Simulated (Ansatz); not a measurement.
# MgTe: a single-point run

Aim: a sound single-point run of MgTe. The structure is shown as the input types it.

Computed with Ansatz 0.2.0 (density functional or hybrid calculation with the settings of its input, plane waves (as first typed), unless a step's input says otherwise).

## (1) The starting structure

Symmetry: P6_3mc, No. 186, hexagonal system. Conventional cell: a = 4.578 Å, b = 4.578 Å, c = 7.456 Å, α = 90.00°, β = 90.00°, γ = 120.00°. Mg (site symmetry 3m) has 4 Te at 2.80 Å as nearest neighbours. Te (site symmetry 3m) has 4 Mg at 2.80 Å as nearest neighbours.

Coordinates:

```cif
data_structure
_symmetry_space_group_name_H-M 'P 1'
_symmetry_Int_Tables_number 1
_cell_length_a 4.5775
_cell_length_b 4.5775
_cell_length_c 7.4556
_cell_angle_alpha 90.000
_cell_angle_beta 90.000
_cell_angle_gamma 120.000
_cell_volume 135.29
loop_
_atom_site_label
_atom_site_type_symbol
_atom_site_fract_x
_atom_site_fract_y
_atom_site_fract_z
_atom_site_occupancy
Mg1 Mg 0.33333 0.66667 0.00440 1
Mg2 Mg 0.66667 0.33333 0.50440 1
Te1 Te 0.33333 0.66667 0.38060 1
Te2 Te 0.66667 0.33333 0.88060 1
```

## (2) The calculation

File input.yaml:

```yaml
crystal:
  lattice:
    - [4.5775104488, 0.0, 0.0]
    - [-2.2887552244, 3.9642403347, 0.0]
    - [0.0, 0.0, 7.4555751524]
  atoms:
    - { symbol: Mg, position: [0.3333333333, 0.6666666667, 0.004397734] }
    - { symbol: Mg, position: [0.6666666667, 0.3333333333, 0.504397734] }
    - { symbol: Te, position: [0.3333333333, 0.6666666667, 0.380602266] }
    - { symbol: Te, position: [0.6666666667, 0.3333333333, 0.880602266] }
kpoints:
  mp_grid: { grid: [6, 6, 2] }
hamiltonian:
  xc: r2scan
scf:
  occupations: { method: fixed }
  n_extra_bands: 5
  convergence: { dr2_threshold: 0.0 }
  max_iter: 89
output:
  forces: true
  stress: true
  eigenvalues: true
```

On the command line:

```sh
$ ansatz run input.yaml --threads 4 --pin off --max-ram 3686MiB --backend cpu --events-out ev --progress --plain --runs-dir out
```

What happens when this is run?

The program refused the input before any cycle. Its message: «invalid value for `scf.convergence.dr2_threshold`: must be finite and > 0; got 0 eV»

Look at the input: scf.convergence.dr2_threshold is 0.0. A value lies outside the range that the key allows.

Fix: delete scf.convergence.dr2_threshold (the default then holds).
